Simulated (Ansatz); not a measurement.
GaN

**The experiment.** The Crystallography Open Database holds a cell as deposited of hexagonal GaN (space group P6_3mc), temperature not stated (2015, doi:10.1039/C5TC00475F): a, c = 3.197, 5.207 Å, 11.52 Å³/atom.

Computed with Ansatz (plane waves, PAW, 420 eV cutoff): PBEsol, scalar-relativistic, no spin polarisation, Γ-centred 12×12×6 mesh, 0.05 eV Gaussian smearing. The datasets are Ansatz's generated set soft_2.

```cif
data_structure
_symmetry_space_group_name_H-M 'P 1'
_symmetry_Int_Tables_number 1
_cell_length_a 3.1827
_cell_length_b 3.1827
_cell_length_c 5.1854
_cell_angle_alpha 90.000
_cell_angle_beta 90.000
_cell_angle_gamma 120.000
_cell_volume 45.49
loop_
_atom_site_label
_atom_site_type_symbol
_atom_site_fract_x
_atom_site_fract_y
_atom_site_fract_z
_atom_site_occupancy
Ga1 Ga 0.33333 0.66667 0.99919 1
Ga2 Ga 0.66667 0.33333 0.49919 1
N1 N 0.33333 0.66667 0.37581 1
N2 N 0.66667 0.33333 0.87581 1
```

The chain of runs began from a cell as deposited in COD, expanded in volume. Of that entry: the entry's cell lengths or inner coordinates differ somewhat from later room-temperature determinations.

The cell above was scaled in volume, and shape and atoms were relaxed at each volume within its symmetry. Energies are counted from the cell above.

Cell and atoms are those of this level's equilibrium.

```csv
V (Å³/atom),ΔE (meV/atom),P from the stress (GPa)
10.918,11.46,8.40
11.145,2.74,3.96
11.372,0.00,-0.02
11.600,2.60,-3.59
11.827,10.02,-6.80
```

Task: Do the energies and the pressures agree? Compare −ΔE/ΔV between neighbouring points (1 meV/Å³ = 0.1602 GPa) with the mean of their pressures.

Result: 
```tsv
interval (Å³/atom)	−ΔE/ΔV (GPa)	mean P (GPa)
10.92 to 11.15	6.1	6.2
11.15 to 11.37	1.9	2.0
11.37 to 11.60	-1.8	-1.8
11.60 to 11.83	-5.2	-5.2
```
They differ by 0.04 GPa at most.

Task: What do the two routes give for V0, B0 and B0′?

Result: A third-order Birch–Murnaghan fit of the energies: V0 = 11.37 Å³/atom, B0 = 188 GPa, B0′ = 4.4. A polynomial of P in ln V, with B = −dP/d ln V at P = 0: V0 = 11.37 Å³/atom, B0 = 189 GPa, B0′ = 4.4.

B0·V0 = 188.5 GPa × 11.37 Å³ = 13.38 eV/atom sets the scale: near the minimum ΔE ≈ ½ B0 V0 x², with x = V/V0 − 1, and a pressure of 1.9 GPa squeezes the volume by about 1 %. At the ends of the curve: x = −4.0 % predicts 10.7 meV/atom and the run gives 11.5; x = +4.0 % predicts 10.7 meV/atom and the run gives 10.0. Compression costs more and expansion less than the parabola says, since the crystal stiffens as it shrinks; B0′ measures that.

**Against experiment.** PBEsol gives 3.183, 5.185 Å and 11.37 Å³/atom, −1.3 % in volume (−0.4 % in length) from the database's cell. PBEsol was built to cure PBE's overestimate of volumes, and the static lattice lacks thermal expansion.

The energy and stress routes give practically the same equilibrium volume and stiffness, so incomplete-basis stress has little influence on the equation of state. That agreement tests numerical consistency, not the accuracy of the functional or the datasets.

A bulk modulus near 188 GPa fits a tetrahedral network of short, strongly polar covalent bonds. Nitrogen's compact 2p shell, with no p core beneath it, allows close overlap with the gallium 4s and 4p orbitals, which is why the nitride is much stiffer than GaP or GaAs. Under compression, the rising overlap repulsion steepens the energy curve, as the positive pressure derivative shows.

Both cell lengths fall short of the deposited ones by nearly the same fraction, so the difference is one of overall bond scale rather than of axial ratio. Given the reference cell, it is probably not a measure of the functional's error alone. The curve describes compression within the wurtzite structure and doesn't locate the known pressure-induced transition to rock salt, which requires the enthalpy of that competing phase.
